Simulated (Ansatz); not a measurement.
# Ge: the cost of one run

Program: Ansatz 0.2.0. Level of theory: DFT PBEsol, scalar-relativistic, plane waves, PAW. These are calculated values, not measurements.

1 further run of the same task is left out (set aside as unsound or not needed).

## 1. The structure to begin with

Symmetry: P6_3/mmc, No. 194, hexagonal system. Conventional cell: a = 2.900 Å, b = 2.900 Å, c = 4.591 Å, α = 90.00°, β = 90.00°, γ = 120.00°. Ti (site symmetry -6m2) is surrounded by 12 Ti at 2.84 to 2.90 Å.

As a file:

```
CELL_PARAMETERS angstrom
2.90044 0.00000 0.00000
-1.45022 2.51185 0.00000
0.00000 0.00000 4.59099
ATOMIC_POSITIONS crystal
Ti 0.33333 0.66667 0.25000
Ti 0.66667 0.33333 0.75000
```

This cell was relaxed beforehand with the same method: volume 16.72 Å³/atom, gap on the mesh none (metal).

## 2. Ti → Ge: the starting cell

The start of Ge: fractional positions of relaxed Ti, cell scaled by 0.823, a guess from tabulated radii.

## 3. Quick check of gap, pressure and forces (Ge)

The input, input.yaml:

```yaml
crystal:
  lattice:
    - [2.3868228466, 0.0, 0.0]
    - [-1.1934114233, 2.0670492195, 0.0]
    - [0.0, 0.0, 3.7780126532]
  atoms:
    - { symbol: Ge, position: [0.3333333333, 0.6666666667, 0.25] }
    - { symbol: Ge, position: [0.6666666667, 0.3333333333, 0.75] }
basis:
  ecutwfc: 420
kpoints:
  mp_grid: { grid: [12, 12, 6] }
hamiltonian:
  xc: pbesol
scf:
  occupations: { method: gaussian, width: 0.1 }
output:
  forces: true
  stress: true
  eigenvalues: true
```

The run is started by

```
ansatz run input.yaml --threads 1 --pin off --max-ram 2560MiB --backend cpu --events-out ev --progress --plain --runs-dir out
```

What time and memory should one allow on 1 thread of Arm Neoverse V2, shared host?

About 1.4 s, with a peak of 0.28 GiB.
